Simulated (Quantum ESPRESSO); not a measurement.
# MgS (F-43m) in Quantum ESPRESSO: convergence with wavefunction cutoff

Aim: find how far wavefunction cutoff must go before the results for MgS settle, at r2SCAN. This setting moves, with any that are tied to it; all else stays.

Everything below comes from runs of Quantum ESPRESSO 7.5. Logs are shortened: lines on timing, memory, paths and dates and some standing lists are left out, and cuts for length are marked.

## 1. The crystal as given

The structure is cubic, space group F-43m (No. 216). Conventional cell: a = 5.666 Å, b = 5.666 Å, c = 5.666 Å, α = 90.00°, β = 90.00°, γ = 90.00°. Around S (site symmetry -43m) lie 4 Mg at 2.45 Å. Mg (site symmetry -43m) has 4 S at 2.45 Å as nearest neighbours.

The cell comes from a database or a generator and needn't be the stable form of this composition.

## 2. With wavefunction cutoff 28 Ry

Contents of pw.in:

```
&CONTROL
  calculation = 'scf'
  prefix = 'pwscf'
  outdir = './tmp'
  pseudo_dir = './pseudo'
  tprnfor = .true.
  tstress = .true.
  disk_io = 'nowf'
/
&SYSTEM
  ibrav = 0
  nat = 2
  ntyp = 2
  ecutwfc = 28
  nbnd = 14
  input_dft = 'r2scan'
  occupations = 'smearing'
  smearing = 'fd'
  degauss = 0.00734986
  nosym = .true.
/
&ELECTRONS
  conv_thr = 1d-08
  electron_maxstep = 120
  mixing_beta = 0.5
/
ATOMIC_SPECIES
S     32.0600 16_S_6_1.8_1.9_pbe_n_v1.0.upf
Mg    24.3050 12_Mg_10_1.9_2.0_pbe_v1.0.upf
CELL_PARAMETERS angstrom
   0.0000000000    2.8331200468    2.8331200468
   2.8331200468    0.0000000000    2.8331200468
   2.8331200468    2.8331200468    0.0000000000
ATOMIC_POSITIONS crystal
S      0.2500000000    0.2500000000    0.2500000000
Mg     0.0000000000    0.0000000000    0.0000000000
K_POINTS automatic
6 6 6 0 0 0
```

Potentials or basis: SPMS 1.0 PBE.

Command:

```console
$ OMP_NUM_THREADS=1 pw.x -in pw.in > pw.out
```

Run time: 39 s. Hardware: 1 thread of Arm Neoverse V1, shared host; peak memory 0.05 GiB.

The run converged, but runs of this kind are known to go wrong with this program or these potentials, so none of its numbers is taken as a property of the crystal.

Caveat: a meta-GGA on potentials with a model core is unreliable; the potentials were made for another functional, which shifts forces and pressure; a pressure of tens of GPa on the cell as given is suspect, and the run, the potentials or the cell itself is likely at fault.

## 3. With wavefunction cutoff 35 Ry

Changes to pw.in since step 2:

```diff
@@ -13,3 +13,3 @@
   ntyp = 2
-  ecutwfc = 28
+  ecutwfc = 35
   nbnd = 14
```

Potentials or basis: SPMS 1.0 PBE.

Command:

```console
$ OMP_NUM_THREADS=1 pw.x -in pw.in > pw.out
```

Run time: 69 s. Hardware: 1 thread of Arm Neoverse V1, shared host; peak memory 0.05 GiB.

The run converged, but runs of this kind are known to go wrong with this program or these potentials, so none of its numbers is taken as a property of the crystal.

Caveat: a meta-GGA on potentials with a model core is unreliable; the potentials were made for another functional, which shifts forces and pressure; a pressure of tens of GPa on the cell as given is suspect, and the run, the potentials or the cell itself is likely at fault.

## 4. With wavefunction cutoff 42 Ry

Changes to pw.in since step 3:

```diff
@@ -13,3 +13,3 @@
   ntyp = 2
-  ecutwfc = 35
+  ecutwfc = 42
   nbnd = 14
```

Command:

```console
$ OMP_NUM_THREADS=1 pw.x -in pw.in > pw.out
```

It took 63 s on 1 thread of Arm Neoverse V1, shared host; peak memory 0.06 GiB.

The run converged, but runs of this kind are known to go wrong with this program or these potentials, so none of its numbers is taken as a property of the crystal.

Caveat: a meta-GGA on potentials with a model core is unreliable; the potentials were made for another functional, which shifts forces and pressure; a pressure of tens of GPa on the cell as given is suspect, and the run, the potentials or the cell itself is likely at fault.

## 5. With wavefunction cutoff 49 Ry

Changes to pw.in since step 4:

```diff
@@ -13,3 +13,3 @@
   ntyp = 2
-  ecutwfc = 42
+  ecutwfc = 49
   nbnd = 14
```

Command:

```console
$ OMP_NUM_THREADS=1 pw.x -in pw.in > pw.out
```

It took 2.3 min on 1 thread of Arm Neoverse V1, shared host; peak memory 0.08 GiB.

The run converged, but runs of this kind are known to go wrong with this program or these potentials, so none of its numbers is taken as a property of the crystal.

Caveat: a meta-GGA on potentials with a model core is unreliable; the potentials were made for another functional, which shifts forces and pressure; a pressure of tens of GPa on the cell as given is suspect, and the run, the potentials or the cell itself is likely at fault.

## 6. With wavefunction cutoff 56 Ry

Changes to pw.in since step 5:

```diff
@@ -13,3 +13,3 @@
   ntyp = 2
-  ecutwfc = 49
+  ecutwfc = 56
   nbnd = 14
```

Potentials or basis: SPMS 1.0 PBE.

Command:

```console
$ OMP_NUM_THREADS=1 pw.x -in pw.in > pw.out
```

Run time: 3.2 min. Hardware: 1 thread of Arm Neoverse V1, shared host; peak memory 0.09 GiB.

The run converged, but runs of this kind are known to go wrong with this program or these potentials, so none of its numbers is taken as a property of the crystal.

Caveat: a meta-GGA on potentials with a model core is unreliable; the potentials were made for another functional, which shifts forces and pressure; a pressure of tens of GPa on the cell as given is suspect, and the run, the potentials or the cell itself is likely at fault.

## 7. With wavefunction cutoff 63 Ry

Changes to pw.in since step 6:

```diff
@@ -13,3 +13,3 @@
   ntyp = 2
-  ecutwfc = 56
+  ecutwfc = 63
   nbnd = 14
```

Command:

```console
$ OMP_NUM_THREADS=1 pw.x -in pw.in > pw.out
```

Run time: 3.3 min. Hardware: 1 thread of Arm Neoverse V1, shared host; peak memory 0.11 GiB.

The run converged, but runs of this kind are known to go wrong with this program or these potentials, so none of its numbers is taken as a property of the crystal.

Caveat: a meta-GGA on potentials with a model core is unreliable; the potentials were made for another functional, which shifts forces and pressure; a pressure of tens of GPa on the cell as given is suspect, and the run, the potentials or the cell itself is likely at fault.

## 8. With wavefunction cutoff 70 Ry

Changes to pw.in since step 7:

```diff
@@ -13,3 +13,3 @@
   ntyp = 2
-  ecutwfc = 63
+  ecutwfc = 70
   nbnd = 14
```

Command:

```console
$ OMP_NUM_THREADS=1 pw.x -in pw.in > pw.out
```

Wall time 5.3 min (1 thread of Arm Neoverse V1, shared host); peak memory 0.14 GiB.

The run converged, but runs of this kind are known to go wrong with this program or these potentials, so none of its numbers is taken as a property of the crystal.

Caveat: a meta-GGA on potentials with a model core is unreliable; the potentials were made for another functional, which shifts forces and pressure; a pressure of tens of GPa on the cell as given is suspect, and the run, the potentials or the cell itself is likely at fault.

## 9. With wavefunction cutoff 84 Ry

Changes to pw.in since step 8:

```diff
@@ -13,3 +13,3 @@
   ntyp = 2
-  ecutwfc = 70
+  ecutwfc = 84
   nbnd = 14
```

Potentials or basis: SPMS 1.0 PBE.

Command:

```console
$ OMP_NUM_THREADS=1 pw.x -in pw.in > pw.out
```

Run time: 5.3 min. Hardware: 1 thread of Arm Neoverse V1, shared host; peak memory 0.15 GiB.

The run converged, but runs of this kind are known to go wrong with this program or these potentials, so none of its numbers is taken as a property of the crystal.

Caveat: a meta-GGA on potentials with a model core is unreliable; the potentials were made for another functional, which shifts forces and pressure; a pressure of tens of GPa on the cell as given is suspect, and the run, the potentials or the cell itself is likely at fault.

## 10. With wavefunction cutoff 105 Ry

Changes to pw.in since step 9:

```diff
@@ -13,3 +13,3 @@
   ntyp = 2
-  ecutwfc = 84
+  ecutwfc = 105
   nbnd = 14
```

Potentials or basis: SPMS 1.0 PBE.

Command:

```console
$ OMP_NUM_THREADS=1 pw.x -in pw.in > pw.out
```

pw.out:

```text
This program is part of the open-source Quantum ESPRESSO suite
     for quantum simulation of materials; please cite
         "P. Giannozzi et al., J. Phys.:Condens. Matter 21 395502 (2009);
         "P. Giannozzi et al., J. Phys.:Condens. Matter 29 465901 (2017);
         "P. Giannozzi et al., J. Chem. Phys. 152 154105 (2020);
     in publications or presentations arising from this work. More details at

     IMPORTANT: XC functional enforced from input :
     Exchange-correlation= R2SCAN
                           (   0   0   0   0   0 497 498)
     Any further DFT definition will be discarded
     Please, verify this is what you really want

     Message from routine setup :
     BEWARE: nonlinear core correction is not consistent with meta-GGA

     G-vector sticks info
     --------------------
     sticks:   dense  smooth     PW     G-vecs:    dense   smooth      PW
     Sum        1663    1663    499                44543    44543    7119

     Using Slab Decomposition

     bravais-lattice index     =            0
     lattice parameter (alat)  =       7.5714  a.u.
     unit-cell volume          =     306.9174 (a.u.)^3
     number of atoms/cell      =            2
     number of atomic types    =            2
     number of electrons       =        16.00
     number of Kohn-Sham states=           14
     kinetic-energy cutoff     =     105.0000  Ry
     charge density cutoff     =     420.0000  Ry
     scf convergence threshold =      1.0E-08
     mixing beta               =       0.5000
     number of iterations used =            8  plain     mixing
     Exchange-correlation= R2SCAN
                           (   0   0   0   0   0 497 498)

     celldm(1)=   7.571446  celldm(2)=   0.000000  celldm(3)=   0.000000
     celldm(4)=   0.000000  celldm(5)=   0.000000  celldm(6)=   0.000000

     crystal axes: (cart. coord. in units of alat)
               a(1) = (   0.000000   0.707107   0.707107 )
               a(2) = (   0.707107   0.000000   0.707107 )
               a(3) = (   0.707107   0.707107   0.000000 )

     reciprocal axes: (cart. coord. in units 2 pi/alat)
               b(1) = ( -0.707107  0.707107  0.707107 )
               b(2) = (  0.707107 -0.707107  0.707107 )
               b(3) = (  0.707107  0.707107 -0.707107 )

     PseudoPot. # 1 for S  read from file:
     16_S_6_1.8_1.9_pbe_n_v1.0.upf
     Pseudo is Norm-conserving + core correction, Zval =  6.0
     Generated using ONCVPSP code by D. R. Hamann
     Using radial grid of 1148 points,  6 beta functions with:
                l(1) =   0
                l(2) =   0
                l(3) =   1
                l(4) =   1
                l(5) =   2
                l(6) =   2

     PseudoPot. # 2 for Mg read from file:
     12_Mg_10_1.9_2.0_pbe_v1.0.upf
     Pseudo is Norm-conserving, Zval = 10.0
     Generated using ONCVPSP code by D. R. Hamann
     Using radial grid of 1512 points,  4 beta functions with:
                l(1) =   0
                l(2) =   0
                l(3) =   1
                l(4) =   1

     atomic species   valence    mass     pseudopotential
     S                 6.00    32.06000     S ( 1.00)
     Mg               10.00    24.30500     Mg( 1.00)

     No symmetry found

   Cartesian axes

     site n.     atom                  positions (alat units)
         1        S      tau(   1) = (   0.3535534   0.3535534   0.3535534  )
         2        Mg     tau(   2) = (   0.0000000   0.0000000   0.0000000  )

     number of k points=   112  Fermi-Dirac smearing, width (Ry)=  0.0073

     Number of k-points >= 100: set verbosity='high' to print them.

     Dense  grid:    44543 G-vectors     FFT dimensions: (  50,  50,  50)

     WARNING: libxc functional with ID  497 depends
      on external parameters: check the user_guide of
      QE if you need to modify them or to check their
      default values.

     WARNING: libxc functional with ID  498 depends
      on external parameters: check the user_guide of
      QE if you need to modify them or to check their
      default values.

     Initial potential from superposition of free atoms

     starting charge      15.9992, renormalised to      16.0000
     Starting wfcs are    9 randomized atomic wfcs +    5 random wfcs

     Self-consistent Calculation

     iteration #  1     ecut=   105.00 Ry     beta= 0.50
     Davidson diagonalization with overlap
     ethr =  1.00E-02,  avg # of iterations =  7.1

     total energy              =    -132.64716347 Ry
     estimated scf accuracy    <      40.14557415 Ry

     iteration #  2     ecut=   105.00 Ry     beta= 0.50
     Davidson diagonalization with overlap
     ethr =  1.00E-02,  avg # of iterations =  1.0

     total energy              =    -132.70715247 Ry
     estimated scf accuracy    <       9.90647505 Ry

     iteration #  3     ecut=   105.00 Ry     beta= 0.50
     Davidson diagonalization with overlap
     ethr =  1.00E-02,  avg # of iterations =  1.0

     total energy              =    -132.70722117 Ry
     estimated scf accuracy    <       0.00353350 Ry

     iteration #  4     ecut=   105.00 Ry     beta= 0.50
     Davidson diagonalization with overlap
     ethr =  2.21E-05,  avg # of iterations =  5.7

     total energy              =    -132.70394940 Ry
     estimated scf accuracy    <       0.00054909 Ry

     iteration #  5     ecut=   105.00 Ry     beta= 0.50
     Davidson diagonalization with overlap
     ethr =  3.43E-06,  avg # of iterations =  2.1

     total energy              =    -132.70442572 Ry
     estimated scf accuracy    <       0.00002858 Ry

     iteration #  6     ecut=   105.00 Ry     beta= 0.50
     Davidson diagonalization with overlap
     ethr =  1.79E-07,  avg # of iterations =  2.0

     total energy              =    -132.70441330 Ry
     estimated scf accuracy    <       0.00000096 Ry

     iteration #  7     ecut=   105.00 Ry     beta= 0.50
     Davidson diagonalization with overlap
     ethr =  5.98E-09,  avg # of iterations =  2.0

     total energy              =    -132.70450509 Ry
     estimated scf accuracy    <       0.00000012 Ry

     iteration #  8     ecut=   105.00 Ry     beta= 0.50
     Davidson diagonalization with overlap
     ethr =  7.39E-10,  avg # of iterations =  2.0

     total energy              =    -132.70455983 Ry
     estimated scf accuracy    <       0.00000003 Ry

     iteration #  9     ecut=   105.00 Ry     beta= 0.50
     Davidson diagonalization with overlap
     ethr =  2.02E-10,  avg # of iterations =  2.8

     End of self-consistent calculation

     Number of k-points >= 100: set verbosity='high' to print the bands.

     the Fermi energy is     5.3557 ev

!    total energy              =    -132.70455371 Ry
     estimated scf accuracy    <          2.2E-09 Ry
     smearing contrib. (-TS)   =      -0.00000000 Ry
     internal energy E=F+TS    =    -132.70455371 Ry

     The total energy is F=E-TS. E is the sum of the following terms:
     one-electron contribution =     -90.11512769 Ry
     hartree contribution      =      43.98749771 Ry
     xc contribution           =     -19.35637574 Ry
     ewald contribution        =     -67.22054799 Ry

     convergence has been achieved in   9 iterations

     Forces acting on atoms (cartesian axes, Ry/au):

     atom    1 type  1   force =     0.00000029    0.00000017    0.00000013
     atom    2 type  2   force =    -0.00000029   -0.00000017   -0.00000013

     Total force =     0.000001     Total SCF correction =     0.000002
     SCF correction compared to forces is large: reduce conv_thr to get better values

     Computing stress (Cartesian axis) and pressure

          total   stress  (Ry/bohr**3)                   (kbar)     P=     4196.73
   0.02852877  -0.00000000  -0.00000000         4196.73       -0.00       -0.00
  -0.00000000   0.02852876  -0.00000000           -0.00     4196.73       -0.00
  -0.00000000  -0.00000000   0.02852876           -0.00       -0.00     4196.73

=------------------------------------------------------------------------------=
   JOB DONE.
=------------------------------------------------------------------------------=
```

It took 7.7 min on 1 thread of Arm Neoverse V1, shared host; peak memory 0.21 GiB.

The run converged, but runs of this kind are known to go wrong with this program or these potentials, so none of its numbers is taken as a property of the crystal.

Caveat: a meta-GGA on potentials with a model core is unreliable; the potentials were made for another functional, which shifts forces and pressure; a pressure of tens of GPa on the cell as given is suspect, and the run, the potentials or the cell itself is likely at fault.

## 11. Result

```csv
wavefunction cutoff,"energy less the tightest run, at zero smearing (meV/atom)",pressure (GPa),gap on the mesh (eV),SCF cycles,CPU time (s),peak memory (GiB)
28 Ry,5571.46,247.36,4.115,9,39,0.05
35 Ry,955.12,373.27,4.185,8,69,0.05
42 Ry,101.53,411.13,4.202,9,63,0.06
49 Ry,-2.29,418.53,4.202,9,140,0.08
56 Ry,-5.09,419.31,4.201,10,190,0.09
63 Ry,-2.88,419.43,4.200,10,200,0.11
70 Ry,-2.29,419.50,4.200,10,320,0.14
84 Ry,-1.10,419.59,4.199,9,320,0.15
105 Ry,0.00,419.67,4.200,9,460,0.21
```

Against the tightest run, the pressure stays within 0.1 GPa from 84 Ry on; the gap on the mesh stays within 0.01 eV from 42 Ry on. Not settled before the last step: the energy (to 1 meV/atom). The tightest run that finished is the yardstick and may itself not be fully converged.

Caveats: a meta-GGA on potentials with a model core is unreliable; the potentials were made for another functional, which shifts forces and pressure; a pressure of tens of GPa on the cell as given is suspect, and the run, the potentials or the cell itself is likely at fault.
